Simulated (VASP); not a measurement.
# Si (P6/mmm) in VASP: further runs

One crystal, Si, is run at these levels: BLYP+D3, BLYP+D3(BJ), BLYP+D4; tasks: relaxation of cell and atoms.

Everything below comes from runs of VASP 6.6.1. Logs are shortened: lines on timing, memory, paths and dates and some standing lists are left out, and cuts for length are marked.

## (1) The crystal as given

Symmetry: P6/mmm, No. 191, hexagonal system. Conventional cell: a = 2.621 Å, b = 2.621 Å, c = 2.466 Å, α = 90.00°, β = 90.00°, γ = 120.00°. Around Si (site symmetry 6/mmm) lie 8 Si at 2.47 to 2.62 Å.

This isn't the form of Si at room conditions, which is diamond.

## (2) Relaxation of cell and atoms, BLYP+D3

The input, INCAR:

```
SYSTEM = Si
PREC = Accurate ; ENCUT = 600
EDIFF = 1E-6 ; ISMEAR = -1
SIGMA = 0.05 ; LREAL = .False.
LASPH = .True. ; NELM = 60
ALGO = Normal ; ISIF = 3
LWAVE = .False. ; LCHARG = .False.
GGA = B5 ; ALDAX = 1.0
AGGAX = 1.0 ; AGGAC = 1.0
ALDAC = 0.0 ; IVDW = 11
VDW_S6 = 1.0 ; VDW_S8 = 1.682
VDW_SR = 1.094 ; VDW_SR8 = 1.0
IBRION = 2 ; NSW = 60
EDIFFG = -0.005
```

The input, KPOINTS:

```
regular mesh
0
Gamma
  12 12 11
  0 0 0
```

The input, POSCAR:

```
Si
1.0
    2.6205428149      0.0000000000      0.0000000000
   -1.3102714075      2.2694566494      0.0000000000
    0.0000000000      0.0000000000      2.4663543900
Si
1
Direct
    0.0000000000      0.0000000000      0.0000000000
```

Potentials or basis: VASP PAW PBE potentials, release 64 (Si).

Run with:

```bash
$ cat potpaw_PBE.64/Si/POTCAR > POTCAR
$ mpirun -np 1 vasp_std > vasp.out
```

OUTCAR:

```text
SYSTEM = Si
   PREC = Accurate
   ENCUT = 600
   EDIFF = 1E-6
   ISMEAR = -1
   LREAL = .False.
   LASPH = .True.
   NELM = 60
   ISIF = 3
   GGA = B5
   IVDW = 11
   IBRION = 2
   NSW = 60
   EDIFFG = -0.005
 IVDW          = 11

 ion  position               nearest neighbor table
   1  0.000  0.000  0.000-

  LATTYP: Found a hexagonal cell.
 ALAT       =     2.6205428149
 C/A-ratio  =     0.9411616463

  Lattice vectors:

 A1 = (   2.6205428149,   0.0000000000,   0.0000000000)
 A2 = (  -1.3102714075,   2.2694566494,   0.0000000000)
 A3 = (   0.0000000000,   0.0000000000,   2.4663543900)

Analysis of symmetry for initial positions (statically):
=====================================================================
 Subroutine PRICEL returns:
 Original cell was already a primitive cell.

 Routine SETGRP: Setting up the symmetry group for a
 hexagonal supercell.

 Subroutine GETGRP returns: Found 24 space group operations
 (whereof 24 operations were pure point group operations)
 out of a pool of 24 trial point group operations.

The static configuration has the point symmetry D_6h.

Analysis of symmetry for dynamics (positions and initial velocities):
=====================================================================
 Subroutine PRICEL returns:
 Original cell was already a primitive cell.

 Routine SETGRP: Setting up the symmetry group for a
 hexagonal supercell.

 Subroutine GETGRP returns: Found 24 space group operations
 (whereof 24 operations were pure point group operations)
 out of a pool of 24 trial point group operations.

The dynamic configuration has the point symmetry D_6h.

 Subroutine INISYM returns: Found 24 space group operations
 (whereof 24 operations are pure point group operations),
 and found     1 'primitive' translations

----------------------------------------------------------------------------------------

                                     Primitive cell

  volume of cell :      14.6679

  direct lattice vectors                    reciprocal lattice vectors
     2.620542815  0.000000000  0.000000000     0.381600329  0.220317053  0.000000000
    -1.310271407  2.269456649  0.000000000     0.000000000  0.440634105  0.000000000
     0.000000000  0.000000000  2.466354390     0.000000000  0.000000000  0.405456736

  length of vectors
     2.620542815  2.620542815  2.466354390     0.440634105  0.440634105  0.405456736

  position of ions in fractional coordinates (direct lattice)
     0.000000000  0.000000000  0.000000000

  ion indices of the primitive-cell ions
   primitive index   ion index
                 1           1

----------------------------------------------------------------------------------------

 KPOINTS: regular mesh

Automatic generation of k-mesh.
 Grid dimensions read from file:
 generate k-points for:   12   12   11

 Generating k-lattice:

  Cartesian coordinates                     Fractional coordinates (reciprocal lattice)
     0.031800027  0.018359754  0.000000000     0.083333333  0.000000000  0.000000000
     0.000000000  0.036719509  0.000000000     0.000000000  0.083333333  0.000000000
     0.000000000  0.000000000  0.036859703     0.000000000  0.000000000  0.090909091

  Length of vectors
     0.036719509  0.036719509  0.036859703

  Shift w.r.t. Gamma in fractional coordinates (k-lattice)
     0.000000000  0.000000000  0.000000000

 Subroutine IBZKPT returns following result:
 ===========================================

 Found    114 irreducible k-points:

 Following reciprocal coordinates:
            Coordinates               Weight
  0.000000  0.000000  0.000000      1.000000
  0.083333  0.000000  0.000000      6.000000
  0.166667  0.000000  0.000000      6.000000
  0.250000  0.000000  0.000000      6.000000
  0.333333  0.000000  0.000000      6.000000
  0.416667  0.000000  0.000000      6.000000
[... 16 lines left out ...]
  0.250000  0.000000  0.090909     12.000000
  0.333333  0.000000  0.090909     12.000000
 [... further k-points ...]
   k-points           NKPTS =    114   k-points in BZ     NKDIM =    114   number of bands    NBANDS=      6
   number of dos      NEDOS =    301   number of ions     NIONS =      1
   total plane-waves  NPLWV =  11520
   dimension x,y,z NGX =    24 NGY =   24 NGZ =   20
   dimension x,y,z NGXF=    48 NGYF=   48 NGZF=   40
   ions per type =               1
   NGX,Y,Z   is equivalent  to a cutoff of  15.23, 15.23, 13.48 a.u.
   NGXF,Y,Z  is equivalent  to a cutoff of  30.45, 30.45, 26.96 a.u.
 SYSTEM =  Si
   PREC   = accura    normal or accurate (medium, high low for compatibility)
   ISTART =      0    job   : 0-new  1-cont  2-samecut
   ICHARG =      2    charge: 1-file 2-atom 10-const
   ISPIN  =      1    spin polarized calculation?
   LNONCOLLINEAR =      F non collinear calculations
   LSORBIT =      F    spin-orbit coupling
   LASPH  =      T    aspherical Exc in radial PAW
   ENCUT  =  600.0 eV  44.10 Ry    6.64 a.u.   5.23  5.23  4.93*2*pi/ulx,y,z
   NELM   =     60;   NELMIN=  2; NELMDL= -5     # of ELM steps
   EDIFF  = 0.1E-05   stopping-criterion for ELM
   LREAL  =      F    real-space projection
   EDIFFG = -.5E-02   stopping-criterion for IOM
   NSW    =     60    number of steps for IOM
   IBRION =      2    ionic relax: 0-MD 1-quasi-New 2-CG
   NFREE  =      1    steps in history (QN), initial steepest desc. (CG)
   ISIF   =      3    stress and relaxation
   ISYM   =      2    0-nonsym 1-usesym 2-fastsym
   POTIM  = 0.5000    time-step for ionic-motion
   TEBEG  =    0.0;   TEEND  =   0.0 temperature during run
   PSTRESS=    0.0 pullay stress
   NELECT =       4.0000    total number of electrons
   NUPDOWN=      -1.0000    fix difference up-down
   EMIN   =  10.00;   EMAX   =-10.00  energy-range for DOS
   EFERMI =   0.00;   METHOD = LEGACY
   ISMEAR =    -1;   SIGMA  =   0.05  broadening in eV -4-tet -1-fermi 0-gaus
   EFERMI_NEDOS =   21; number of points for ismear=-14 and -15
   IALGO  =     38    algorithm
   IMIX   =      4    mixing-type and parameters
     AMIX     =   0.40;   BMIX     =  1.00
     AMIX_MAG =   1.60;   BMIX_MAG =  1.00
  volume/ion in A,a.u.               =      14.67        98.98
  Fermi-wavevector in a.u.,A,eV,Ry     =   1.061627  2.006184 15.334472  1.127052
  Thomas-Fermi vector in A             =   2.197050
   LORBIT       =      0    0 simple, 1 ext, 2 COOP (PROOUT), +10 PAW based schemes
   GGA     = B5    functional components
   LHFCALC =     F    Hartree Fock is set to
   AEXX    =    0.0000 exact exchange contribution
   IVDW    =    11    specifies the selected vdW correction
   LEPSILON=     F    determine dielectric tensor
   LRPA    =     F    only Hartree local field effects (RPA)
 conjugate gradient relaxation of ions
 non-spin polarized calculation
  energy-cutoff  :      600.00
  volume of cell :       14.67
 maximum number of plane-waves:       501
 NGX is ok and might be reduce to    24
   NGX = 11   NGY = 11   NGZ =  9

--------------------------------------- Ionic step        1  -------------------------------------------

 number of electron       4.0000000 magnetization

 Free energy of the ion-electron system (eV)
  ---------------------------------------------------
  ext. energy  EPLUGINS =         0.00000000
  ---------------------------------------------------
  free energy    TOTEN  =        -4.05347951 eV

  energy without entropy =       -4.05037932  energy(sigma->0) =       -4.05192941

 E-fermi :  10.1159     XC(G=0): -10.3878

 val. band max:       10.0785099943   @ k =   0.3333   0.2500   0.4545
 cond. band min:      10.2087991260   @ k =   0.2500   0.0833   0.1818
 fundamental gap:      0.1302891317
 Fermi energy:        10.1158891710

 k-point     1 :       0.0000    0.0000    0.0000
  band No.  band energies     occupation
      1      -3.9123      2.00000
      2      17.6550      0.00000
      3      18.1383      0.00000
      4      20.3564      0.00000
      5      20.3564      0.00000
      6      22.5501      0.00000

 k-point     2 :       0.0833    0.0000    0.0000
  band No.  band energies     occupation
      1      -3.7180      2.00000
      2      16.7966      0.00000
      3      18.3007      0.00000
      4      19.3042      0.00000
      5      19.4358      0.00000
      6      22.5580      0.00000
[... 190 lines left out ...]
 k-point    24 :       0.3333    0.0000    0.0909
  band No.  band energies     occupation
      1      -0.6452      2.00000
      2       8.3117      2.00000
      3      16.0910      0.00000
      4      16.5626      0.00000
      5      19.6796      0.00000
      6      26.4267      0.00000

 [... further k-points ...]

------------------------ aborting loop because EDIFF is reached ----------------------------------------

 Edisp (eV)   -0.33045

 E8    (eV) :    -0.1977

  FORCE on cell =-STRESS in cart. coord.  units (eV):
  Direction    XX          YY          ZZ          XY          YZ          ZX
  --------------------------------------------------------------------------------------
  -------------------------------------------------------------------------------------
  Total       0.47924     0.47924     0.82525    -0.00000     0.00000     0.00000
  in kB      52.34784    52.34784    90.14204    -0.00000     0.00000     0.00000
  external pressure =       64.95 kB  Pullay stress =        0.00 kB
[... 254 lines left out ...]
  energy  without entropy=       -4.4011251932  energy(sigma->0) =       -4.40254874

--------------------------------------- Ionic step        8  -------------------------------------------

 number of electron       4.0000000 magnetization

 Free energy of the ion-electron system (eV)
  ---------------------------------------------------
  ext. energy  EPLUGINS =         0.00000000
  ---------------------------------------------------
  free energy    TOTEN  =        -4.09727666 eV

  energy without entropy =       -4.09442146  energy(sigma->0) =       -4.09584906

 E-fermi :   9.2842     XC(G=0): -10.1152

 val. band max:        9.2578803811   @ k =   0.3333   0.2500   0.3636
 cond. band min:       9.3993352253   @ k =   0.2500   0.0833   0.1818
 fundamental gap:      0.1414548442
 Fermi energy:         9.2842297583

 k-point     1 :       0.0000    0.0000    0.0000
  band No.  band energies     occupation
      1      -4.1853      2.00000
      2      16.5882      0.00000
      3      16.6983      0.00000
      4      18.9417      0.00000
      5      18.9417      0.00000
      6      21.5186      0.00000

 k-point     2 :       0.0833    0.0000    0.0000
  band No.  band energies     occupation
      1      -3.9989      2.00000
      2      15.7944      0.00000
      3      16.7441      0.00000
      4      18.0319      0.00000
      5      18.2923      0.00000
      6      21.3708      0.00000
[... 190 lines left out ...]
 k-point    24 :       0.3333    0.0000    0.0909
  band No.  band energies     occupation
      1      -1.0571      2.00000
      2       7.5898      2.00000
      3      14.9871      0.00000
      4      15.5631      0.00000
      5      18.3328      0.00000
      6      24.7053      0.00000

 [... further k-points ...]

------------------------ aborting loop because EDIFF is reached ----------------------------------------

 Edisp (eV)   -0.30670

 E8    (eV) :    -0.1843

  FORCE on cell =-STRESS in cart. coord.  units (eV):
  Direction    XX          YY          ZZ          XY          YZ          ZX
  --------------------------------------------------------------------------------------
  -------------------------------------------------------------------------------------
  Total      -0.00135    -0.00135    -0.00056     0.00000    -0.00000     0.00000
  in kB      -0.13827    -0.13827    -0.05771     0.00000    -0.00000     0.00000
  external pressure =       -0.11 kB  Pullay stress =        0.00 kB
[... 16 lines left out ...]
  FREE ENERGIE OF THE ION-ELECTRON SYSTEM (eV)
  ---------------------------------------------------
  free  energy   TOTEN  =        -4.4039780729 eV

  energy  without entropy=       -4.4011228692  energy(sigma->0) =       -4.40255047

 reached required accuracy - stopping structural energy minimisation
```

It took 35 s on 1 thread of Intel Xeon Platinum 8488C (Sapphire Rapids), shared host; peak memory 0.14 GiB.

Results:

```yaml
Free_energy: -4.4040 eV
Relaxed_volume: 15.68 Å³/atom
Relaxed_cell: a = 2.672 Å, b = 2.672 Å, c = 2.535 Å, α = 90.00°, β = 90.00°, γ = 120.00°
Space_group_after_relaxing_to_0.05_Å: P6/mmm (No. 191)
Energy_gained_by_relaxing: 20.0 meV/atom
Ionic_steps: 8
Pressure_after_relaxing: 0.0 GPa
Band_gap_on_the_k_mesh: none (metal or under the smearing width)
Dispersion_energy_per_atom: -0.307 eV
```

Step by step:
```csv
step,energy change (eV),largest force (eV/Å),pressure (GPa),volume (Å³)
1,0.0000,0.0000,6.49,14.67
2,-0.0181,0.0000,-1.36,15.97
3,-0.0198,0.0000,0.15,15.65
4,-0.0198,0.0000,0.26,15.63
5,-0.0200,0.0000,0.05,15.67
6,-0.0200,0.0000,0.10,15.66
7,-0.0200,0.0000,0.10,15.66
8,-0.0200,0.0000,-0.01,15.68
```

Final structure:
```
CELL_PARAMETERS angstrom
2.67247 0.00000 0.00000
-1.33624 2.31443 0.00000
0.00000 0.00000 2.53549
ATOMIC_POSITIONS crystal
Si 0.00000 0.00000 0.00000
```

Caveat: the PAW data sets were made with another functional, which shifts forces and pressure a little; pairwise dispersion overbinds metals, which lowers pressure and volume.

## (3) Relaxation of cell and atoms, BLYP+D3(BJ)

The input, INCAR:

```
SYSTEM = Si
AGGAC = 1.0
AGGAX = 1.0
ALDAC = 0.0
ALDAX = 1.0
ALGO = Normal
EDIFF = 1E-6
EDIFFG = -0.02
ENCUT = 600
GGA = B5
IBRION = 2
ISIF = 3
ISMEAR = -1
IVDW = 12
LASPH = .TRUE.
LCHARG = .FALSE.
LREAL = .FALSE.
LWAVE = .FALSE.
NELM = 80
NSW = 40
PREC = Accurate
SIGMA = 0.05
VDW_A1 = 0.4298
VDW_A2 = 4.2359
VDW_S6 = 1.0
VDW_S8 = 2.6996
```

The input, KPOINTS:

```
k-points
0
G
  12 12 11
  0 0 0
```

POSCAR is that of step 2.

Potentials or basis: VASP PAW PBE potentials, release 64 (Si).

Run with:

```bash
$ cat potpaw_PBE.64/Si/POTCAR > POTCAR
$ mpirun -np 1 vasp_std > vasp.out
```

OUTCAR:

```text
SYSTEM = Si
   EDIFF = 1E-6
   EDIFFG = -0.02
   ENCUT = 600
   GGA = B5
   IBRION = 2
   ISIF = 3
   ISMEAR = -1
   IVDW = 12
   LASPH = .TRUE.
   LREAL = .FALSE.
   NELM = 80
   NSW = 40
   PREC = Accurate
 IVDW          = 12

 ion  position               nearest neighbor table
   1  0.000  0.000  0.000-

  LATTYP: Found a hexagonal cell.
 ALAT       =     2.6205428149
 C/A-ratio  =     0.9411616463

  Lattice vectors:

 A1 = (   2.6205428149,   0.0000000000,   0.0000000000)
 A2 = (  -1.3102714075,   2.2694566494,   0.0000000000)
 A3 = (   0.0000000000,   0.0000000000,   2.4663543900)

Analysis of symmetry for initial positions (statically):
=====================================================================
 Subroutine PRICEL returns:
 Original cell was already a primitive cell.

 Routine SETGRP: Setting up the symmetry group for a
 hexagonal supercell.

 Subroutine GETGRP returns: Found 24 space group operations
 (whereof 24 operations were pure point group operations)
 out of a pool of 24 trial point group operations.

The static configuration has the point symmetry D_6h.

Analysis of symmetry for dynamics (positions and initial velocities):
=====================================================================
 Subroutine PRICEL returns:
 Original cell was already a primitive cell.

 Routine SETGRP: Setting up the symmetry group for a
[... 144 lines left out ...]

 number of electron       4.0000000 magnetization

 Free energy of the ion-electron system (eV)
  ---------------------------------------------------
  ext. energy  EPLUGINS =         0.00000000
  ---------------------------------------------------
  free energy    TOTEN  =        -4.05347951 eV

  energy without entropy =       -4.05037932  energy(sigma->0) =       -4.05192941

------------------------ aborting loop because EDIFF is reached ----------------------------------------

 Edisp (eV)   -0.94609

 E8    (eV) :    -0.6766
[... 69 lines left out ...]
--------------------------------------- Ionic step        3  -------------------------------------------

 number of electron       4.0000000 magnetization

 Free energy of the ion-electron system (eV)
  ---------------------------------------------------
  ext. energy  EPLUGINS =         0.00000000
  ---------------------------------------------------
  free energy    TOTEN  =        -4.05790848 eV

  energy without entropy =       -4.05535152  energy(sigma->0) =       -4.05663000

 E-fermi :  10.0542     XC(G=0): -10.3714

 val. band max:        9.9950751292   @ k =   0.3333   0.2500   0.3636
 cond. band min:      10.2034483309   @ k =   0.2500   0.0833   0.1818
 fundamental gap:      0.2083732018
 Fermi energy:        10.0542359865

 k-point     1 :       0.0000    0.0000    0.0000
  band No.  band energies     occupation
      1      -3.9328      2.00000
      2      17.5228      0.00000
      3      17.8064      0.00000
      4      20.4186      0.00000
      5      20.4186      0.00000
      6      22.5678      0.00000
[... 199 lines left out ...]
 k-point    24 :       0.3333    0.0000    0.0909
  band No.  band energies     occupation
      1      -0.6582      2.00000
      2       8.3195      2.00000
      3      16.1217      0.00000
      4      16.4655      0.00000
      5      19.5282      0.00000
      6      26.1589      0.00000

 [... further k-points ...]

------------------------ aborting loop because EDIFF is reached ----------------------------------------

 Edisp (eV)   -0.94252

 E8    (eV) :    -0.6741
[... 24 lines left out ...]
  FREE ENERGIE OF THE ION-ELECTRON SYSTEM (eV)
  ---------------------------------------------------
  free  energy   TOTEN  =        -5.0004276773 eV

  energy  without entropy=       -4.9978707128  energy(sigma->0) =       -4.99914920

 reached required accuracy - stopping structural energy minimisation
```

Run time: 19 s. Hardware: 1 thread of Intel Xeon Platinum 8488C (Sapphire Rapids), shared host; peak memory 0.14 GiB.

What came out:

- Free energy: -5.0004 eV
- Relaxed volume: 14.73 Å³/atom
- Relaxed cell: a = 2.617 Å, b = 2.617 Å, c = 2.483 Å, α = 90.00°, β = 90.00°, γ = 120.00°
- Space group after relaxing (to 0.05 Å): P6/mmm (No. 191)
- Energy gained by relaxing: 0.9 meV/atom
- Ionic steps: 3
- Pressure after relaxing: 0.0 GPa
- Band gap on the k mesh: none (metal or under the smearing width)
- Dispersion energy per atom: -0.943 eV

Step by step:
| step | energy change (eV) | largest force (eV/Å) | pressure (GPa) | volume (Å³) |
| --- | --- | --- | --- | --- |
| 1 | 0.0000 | 0.0000 | 0.48 | 14.67 |
| 2 | -0.0005 | 0.0000 | -0.35 | 14.76 |
| 3 | -0.0009 | 0.0000 | -0.04 | 14.73 |

Final structure:
```
Si
1.0
     2.61679    0.00000    0.00000
    -1.30840    2.26621    0.00000
     0.00000    0.00000    2.48313
Si
1
Direct
  0.00000 0.00000 0.00000
```

Levels at points of the mesh, in eV from the Fermi level:
| k point | band 1 | band 2 | band 3 | band 4 | band 5 | band 6 |
| --- | --- | --- | --- | --- | --- | --- |
| (0.00, 0.00, 0.00) | -13.99 | 7.47 | 7.75 | 10.36 | 10.36 | 12.51 |
| (0.50, 0.00, 0.00) | -7.55 | -6.59 | 5.24 | 6.72 | 12.51 | 15.15 |

Caveat: the PAW data sets were made with another functional, which shifts forces and pressure a little; pairwise dispersion overbinds metals, which lowers pressure and volume.

(Continued in part 2 of 2.)
